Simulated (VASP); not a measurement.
A run of VASP 6.6.1:

INCAR

```
SYSTEM = Ni
  PREC = Accurate
  ENCUT = 700
  EDIFF = 1E-6
  ISMEAR = 1
  SIGMA = 0.1
  LREAL = .FALSE.
  LASPH = .TRUE.
  NELM = 150
  ALGO = Normal
  ISIF = 2
  LWAVE = .FALSE.
  LCHARG = .FALSE.
  ISPIN = 2
  MAGMOM = 0.8 0.8 0.8 0.8 0.8 0.8 0.8
  LORBIT = 11
  LMAXMIX = 4
  LDIPOL = .TRUE.
  IDIPOL = 3
  DIPOL = 0.5 0.5 0.500
  GGA = PS
  LVHAR = .TRUE.
  LVACPOTAV = .TRUE.
```

KPOINTS

```
Automatic mesh
0
G
  16 16 1
  0 0 0
```

Contents of POSCAR:

```
Ni
1.0
    2.4890158700      0.0000000000      0.0000000000
    1.2445079350      2.1555509740      0.0000000000
    0.0000000000      0.0000000000     28.1936376838
Ni
7
Direct
    0.0000000000      0.0000000000      0.2837519617
    0.3333333333      0.3333333333      0.3558346411
   -0.3333333333      0.6666666667      0.4279173206
    0.0000000000      0.0000000000      0.5000000000
    0.3333333333      0.3333333333      0.5720826794
   -0.3333333333      0.6666666667      0.6441653589
    0.0000000000      0.0000000000      0.7162480383
```

Potentials or basis: VASP PAW PBE potentials, release 64 (Ni).

The run is started by

```console
$ cat potpaw_PBE.64/Ni/POTCAR > POTCAR
$ mpirun -np 1 vasp_std > vasp.out
```

Hardware: 1 thread of Intel(R) Xeon(R) 6975P-C (Granite Rapids), with other jobs on the host.

Question: How long does it take, and how much memory?

Answer: Run time: 26 min on 1 thread of Intel(R) Xeon(R) 6975P-C (Granite Rapids), with other jobs on the host, peak memory 0.77 GiB. Counts: scf iterations 45, k points 30.
